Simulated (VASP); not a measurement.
# In (Im-3m) in VASP: further runs

The runs below take In through single point, with PBEsol.

All numbers are computed with VASP 6.6.1; they aren't measurements. Logs are shortened: lines on timing, memory, paths and dates and some standing lists are left out, and cuts for length are marked.

**1. The structure**

It takes space group Im-3m (No. 229, cubic). Conventional cell: a = 3.727 Å, b = 3.727 Å, c = 3.727 Å, α = 90.00°, β = 90.00°, γ = 90.00°. In (site symmetry m-3m) has 8 In at 3.23 Å as nearest neighbours.

This isn't the form of In at room conditions, which is tetragonal.

**2. Single point, PBEsol**

Input file INCAR:

```
SYSTEM = In
  PREC = Accurate
  ENCUT = 520
  EDIFF = 1E-7
  ISMEAR = -1
  SIGMA = 0.1
  LREAL = .FALSE.
  LASPH = .TRUE.
  NELM = 80
  ALGO = Normal
  ISIF = 2
  LWAVE = .FALSE.
  LCHARG = .FALSE.
  GGA = PS
  NBANDS = 12
```

Input file KPOINTS:

```
Automatic mesh
0
G
  19 19 19
  0 0 0
```

Input file POSCAR:

```
In
1.0
   -1.8633887471      1.8633887471      1.8633887471
    1.8633887471     -1.8633887471      1.8633887471
    1.8633887471      1.8633887471     -1.8633887471
In
1
Direct
    0.0000000000      0.0000000000      0.0000000000
```

Potentials or basis: VASP PAW PBE potentials, release 64 (In_d).

On the command line:

```bash
$ cat potpaw_PBE.64/In_d/POTCAR > POTCAR
$ mpirun -np 1 vasp_std > vasp.out
```

OUTCAR:

```text
SYSTEM = In
   PREC = Accurate
   ENCUT = 520
   EDIFF = 1E-7
   ISMEAR = -1
   LREAL = .FALSE.
   LASPH = .TRUE.
   NELM = 80
   ISIF = 2
   GGA = PS

 ion  position               nearest neighbor table
   1  0.000  0.000  0.000-

  LATTYP: Found a body centered cubic cell.
 ALAT       =     3.7267774942

  Lattice vectors:

 A1 = (  -1.8633887471,   1.8633887471,   1.8633887471)
 A2 = (   1.8633887471,  -1.8633887471,   1.8633887471)
 A3 = (   1.8633887471,   1.8633887471,  -1.8633887471)

Analysis of symmetry for initial positions (statically):
=====================================================================
 Subroutine PRICEL returns:
 Original cell was already a primitive cell.

 Routine SETGRP: Setting up the symmetry group for a
 body centered cubic supercell.

 Subroutine GETGRP returns: Found 48 space group operations
 (whereof 48 operations were pure point group operations)
 out of a pool of 48 trial point group operations.

The static configuration has the point symmetry O_h .

Analysis of symmetry for dynamics (positions and initial velocities):
=====================================================================
 Subroutine PRICEL returns:
 Original cell was already a primitive cell.

 Routine SETGRP: Setting up the symmetry group for a
 body centered cubic supercell.

 Subroutine GETGRP returns: Found 48 space group operations
 (whereof 48 operations were pure point group operations)
 out of a pool of 48 trial point group operations.

The dynamic configuration has the point symmetry O_h .

 Subroutine INISYM returns: Found 48 space group operations
 (whereof 48 operations are pure point group operations),
 and found     1 'primitive' translations

----------------------------------------------------------------------------------------

                                     Primitive cell

  volume of cell :      25.8804

  direct lattice vectors                    reciprocal lattice vectors
    -1.863388747  1.863388747  1.863388747     0.000000000  0.268328335  0.268328335
     1.863388747 -1.863388747  1.863388747     0.268328335  0.000000000  0.268328335
     1.863388747  1.863388747 -1.863388747     0.268328335  0.268328335  0.000000000

  length of vectors
     3.227483984  3.227483984  3.227483984     0.379473571  0.379473571  0.379473571

  position of ions in fractional coordinates (direct lattice)
     0.000000000  0.000000000  0.000000000

  ion indices of the primitive-cell ions
   primitive index   ion index
                 1           1

----------------------------------------------------------------------------------------

 KPOINTS: Automatic mesh

Automatic generation of k-mesh.
 Grid dimensions read from file:
 generate k-points for:   19   19   19

 Generating k-lattice:

  Cartesian coordinates                     Fractional coordinates (reciprocal lattice)
     0.000000000  0.014122544  0.014122544     0.052631579  0.000000000  0.000000000
     0.014122544  0.000000000  0.014122544     0.000000000  0.052631579  0.000000000
     0.014122544  0.014122544  0.000000000     0.000000000  0.000000000  0.052631579

  Length of vectors
     0.019972293  0.019972293  0.019972293

  Shift w.r.t. Gamma in fractional coordinates (k-lattice)
     0.000000000  0.000000000  0.000000000

 Subroutine IBZKPT returns following result:
 ===========================================

 Found    220 irreducible k-points:

 Following reciprocal coordinates:
            Coordinates               Weight
  0.000000  0.000000  0.000000      1.000000
  0.052632  0.000000  0.000000     12.000000
  0.105263  0.000000  0.000000     12.000000
  0.157895  0.000000  0.000000     12.000000
  0.210526  0.000000  0.000000     12.000000
  0.263158  0.000000  0.000000     12.000000
[... 16 lines left out ...]
  0.263158  0.105263  0.000000     48.000000
  0.315789  0.105263  0.000000     48.000000
 [... further k-points ...]
   k-points           NKPTS =    220   k-points in BZ     NKDIM =    220   number of bands    NBANDS=     12
   number of dos      NEDOS =    301   number of ions     NIONS =      1
   total plane-waves  NPLWV =  13824
   dimension x,y,z NGX =    24 NGY =   24 NGZ =   24
   dimension x,y,z NGXF=    48 NGYF=   48 NGZF=   48
   ions per type =               1
   NGX,Y,Z   is equivalent  to a cutoff of  12.36, 12.36, 12.36 a.u.
   NGXF,Y,Z  is equivalent  to a cutoff of  24.72, 24.72, 24.72 a.u.
 SYSTEM =  In
   PREC   = accura    normal or accurate (medium, high low for compatibility)
   ISTART =      0    job   : 0-new  1-cont  2-samecut
   ICHARG =      2    charge: 1-file 2-atom 10-const
   ISPIN  =      1    spin polarized calculation?
   LNONCOLLINEAR =      F non collinear calculations
   LSORBIT =      F    spin-orbit coupling
   LASPH  =      T    aspherical Exc in radial PAW
   ENCUT  =  520.0 eV  38.22 Ry    6.18 a.u.   6.00  6.00  6.00*2*pi/ulx,y,z
   NELM   =     80;   NELMIN=  2; NELMDL= -5     # of ELM steps
   EDIFF  = 0.1E-06   stopping-criterion for ELM
   LREAL  =      F    real-space projection
   EDIFFG = 0.1E-05   stopping-criterion for IOM
   NSW    =      0    number of steps for IOM
   IBRION =     -1    ionic relax: 0-MD 1-quasi-New 2-CG
   NFREE  =      0    steps in history (QN), initial steepest desc. (CG)
   ISIF   =      2    stress and relaxation
   ISYM   =      2    0-nonsym 1-usesym 2-fastsym
   POTIM  = 0.5000    time-step for ionic-motion
   TEBEG  =    0.0;   TEEND  =   0.0 temperature during run
   PSTRESS=    0.0 pullay stress
   NELECT =      13.0000    total number of electrons
   NUPDOWN=      -1.0000    fix difference up-down
   EMIN   =  10.00;   EMAX   =-10.00  energy-range for DOS
   EFERMI =   0.00;   METHOD = LEGACY
   ISMEAR =    -1;   SIGMA  =   0.10  broadening in eV -4-tet -1-fermi 0-gaus
   EFERMI_NEDOS =   21; number of points for ismear=-14 and -15
   IALGO  =     38    algorithm
   IMIX   =      4    mixing-type and parameters
     AMIX     =   0.40;   BMIX     =  1.00
     AMIX_MAG =   1.60;   BMIX_MAG =  1.00
  volume/ion in A,a.u.               =      25.88       174.65
  Fermi-wavevector in a.u.,A,eV,Ry     =   1.301365  2.459223 23.042161  1.693551
  Thomas-Fermi vector in A             =   2.432503
   LORBIT       =      0    0 simple, 1 ext, 2 COOP (PROOUT), +10 PAW based schemes
   GGA     = PS    functional components
   LHFCALC =     F    Hartree Fock is set to
   AEXX    =    0.0000 exact exchange contribution
   IVDW    =     0    specifies the selected vdW correction
   LEPSILON=     F    determine dielectric tensor
   LRPA    =     F    only Hartree local field effects (RPA)
 non-spin polarized calculation
  energy-cutoff  :      520.00
  volume of cell :       25.88
 maximum number of plane-waves:       713
   NGX = 13   NGY = 13   NGZ = 13

 number of electron      12.9999991 magnetization

 Free energy of the ion-electron system (eV)
  ---------------------------------------------------
  ext. energy  EPLUGINS =         0.00000000
  ---------------------------------------------------
  free energy    TOTEN  =        -2.97743235 eV

  energy without entropy =       -2.96182693  energy(sigma->0) =       -2.96962964

 E-fermi :   7.4738     XC(G=0): -10.4587

 val. band max:        7.4732828975   @ k =  -0.3684   0.4211   0.1579
 cond. band min:       7.4981361758   @ k =  -0.4737  -0.4737   0.4211
 fundamental gap:      0.0248532783
 Fermi energy:         7.4738082132

 k-point     1 :       0.0000    0.0000    0.0000
  band No.  band energies     occupation
      1      -7.1248      2.00000
      2      -7.1248      2.00000
      3      -7.1248      2.00000
      4      -6.8358      2.00000
      5      -6.8358      2.00000
      6      -2.1557      2.00000
      7      18.6904      0.00000
      8      18.6904      0.00000
      9      18.6905      0.00000
     10      20.5198      0.00000
     11      20.5198      0.00000
     12      20.5198      0.00000

 k-point     2 :       0.0526    0.0000    0.0000
  band No.  band energies     occupation
      1      -7.1280      2.00000
      2      -7.1218      2.00000
      3      -7.1127      2.00000
      4      -6.8393      2.00000
      5      -6.8359      2.00000
      6      -2.0911      2.00000
      7      17.9864      0.00000
      8      18.3496      0.00000
      9      18.5276      0.00000
     10      20.0151      0.00000
     11      20.2716      0.00000
     12      20.4278      0.00000

 k-point     3 :       0.1053    0.0000    0.0000
  band No.  band energies     occupation
      1      -7.1373      2.00000
      2      -7.1142      2.00000
      3      -7.0776      2.00000
      4      -6.8488      2.00000
      5      -6.8362      2.00000
      6      -1.8962      2.00000
      7      16.3472      0.00000
      8      17.5886      0.00000
      9      18.0529      0.00000
     10      19.4851      0.00000
     11      19.7777      0.00000
     12      20.4269      0.00000
[... 286 lines left out ...]
 k-point    23 :       0.2632    0.1053    0.0000
  band No.  band energies     occupation
      1      -7.1926      2.00000
      2      -7.1120      2.00000
      3      -6.8809      2.00000
      4      -6.8463      2.00000
      5      -6.8009      2.00000
      6       0.4279      2.00000
      7       9.2170      0.00000
      8      12.8188      0.00000
      9      14.9762      0.00000
     10      18.6384      0.00000
     11      20.3631      0.00000
     12      21.4564      0.00000

 k-point    24 :       0.3158    0.1053    0.0000
  band No.  band energies     occupation
      1      -7.2071      2.00000
      2      -7.1245      2.00000
      3      -6.8719      2.00000
      4      -6.8457      2.00000
      5      -6.7473      2.00000
      6       1.2958      2.00000
      7       7.6258      0.35900
      8      12.3775      0.00000
      9      14.5907      0.00000
     10      18.4158      0.00000
     11      20.2012      0.00000
     12      22.1114      0.00000

 [... further k-points ...]

------------------------ aborting loop because EDIFF is reached ----------------------------------------

  FORCE on cell =-STRESS in cart. coord.  units (eV):
  Direction    XX          YY          ZZ          XY          YZ          ZX
  --------------------------------------------------------------------------------------
  -------------------------------------------------------------------------------------
  Total       -0.0257790     -0.0257790     -0.0257790      0.0000000      0.0000000     -0.0000000
  in kB       -1.5959027     -1.5959027     -1.5959027      0.0000000      0.0000000     -0.0000000
  external PRESSURE =      -1.5959027 kB  Pullay stress =       0.0000000 kB

 VOLUME and BASIS-vectors are now :
 -----------------------------------------------------------------------------
  energy-cutoff  :      520.00
  volume of cell :       25.88
      direct lattice vectors                 reciprocal lattice vectors
    -1.863388747  1.863388747  1.863388747     0.000000000  0.268328335  0.268328335
     1.863388747 -1.863388747  1.863388747     0.268328335  0.000000000  0.268328335
     1.863388747  1.863388747 -1.863388747     0.268328335  0.268328335  0.000000000

 POSITION                                       TOTAL-FORCE (eV/Angst)
 -----------------------------------------------------------------------------------
      0.00000      0.00000      0.00000        -0.000000      0.000000     -0.000000
 -----------------------------------------------------------------------------------
    total drift:                                0.000000      0.000000      0.000000

  FREE ENERGIE OF THE ION-ELECTRON SYSTEM (eV)
  ---------------------------------------------------
  free  energy   TOTEN  =        -2.9774323546 eV

  energy  without entropy=       -2.9618269279  energy(sigma->0) =       -2.96962964
```

Wall time 39 s (1 thread of Intel Xeon Platinum 8259CL at 2.50GHz (Skylake/Cascade Lake), shared host); peak memory 0.18 GiB.

What came out:

```
Free energy            : -2.9774 eV
Pressure               : -0.2 GPa
Band gap on the k mesh : none (metal or under the smearing width)
```

Levels at points of the mesh, in eV from the Fermi level:
```tsv
k point	band 2	band 3	band 4	band 5	band 6	band 7	band 8	band 9	band 10	band 11
(0.00, 0.00, 0.00)	-14.60	-14.60	-14.31	-14.31	-9.63	11.22	11.22	11.22	13.05	13.05
```

Caveat: the PAW data sets were made with another functional, which shifts forces and pressure a little.

**3. Single point, PBEsol**

This run uses another cell than the first one, of 28.99 Å³/atom, 1.120 times its volume.

Input file INCAR:

```
SYSTEM = In
  PREC = Accurate
  ENCUT = 520
  EDIFF = 1E-6
  ISMEAR = -1
  SIGMA = 0.1
  LREAL = .FALSE.
  LASPH = .TRUE.
  NELM = 100
  ALGO = Normal
  ISIF = 2
  LWAVE = .FALSE.
  LCHARG = .TRUE.
  GGA = PS
  LELF = .TRUE.
  LVHAR = .TRUE.
  NBANDS = 12
```

Input file KPOINTS:

```
Automatic mesh
0
G
  13 13 13
  0 0 0
```

Input file POSCAR:

```
In
1.0
   -1.9351270158      1.9351270158      1.9351270158
    1.9351270158     -1.9351270158      1.9351270158
    1.9351270158      1.9351270158     -1.9351270158
In
1
Direct
    0.0000000000      0.0000000000      0.0000000000
```

Potentials or basis: VASP PAW PBE potentials, release 64 (In_d).

On the command line:

```bash
$ cat potpaw_PBE.64/In_d/POTCAR > POTCAR
$ mpirun -np 1 vasp_std > vasp.out
```

It took 36 s on 1 thread of Intel Xeon Platinum 8259CL at 2.50GHz (Skylake/Cascade Lake), shared host; peak memory 0.17 GiB.

Results (log left out):

- Free energy: -2.9369 eV
- Pressure: -3.8 GPa
- Band gap on the k mesh: none (metal or under the smearing width)

Levels at points of the mesh, in eV from the Fermi level:
```tsv
k point	band 4	band 5	band 6	band 7	band 8	band 9
(0.00, 0.00, 0.00)	-14.25	-14.25	-8.86	10.04	10.04	10.04
```

Caveat: the PAW data sets were made with another functional, which shifts forces and pressure a little.
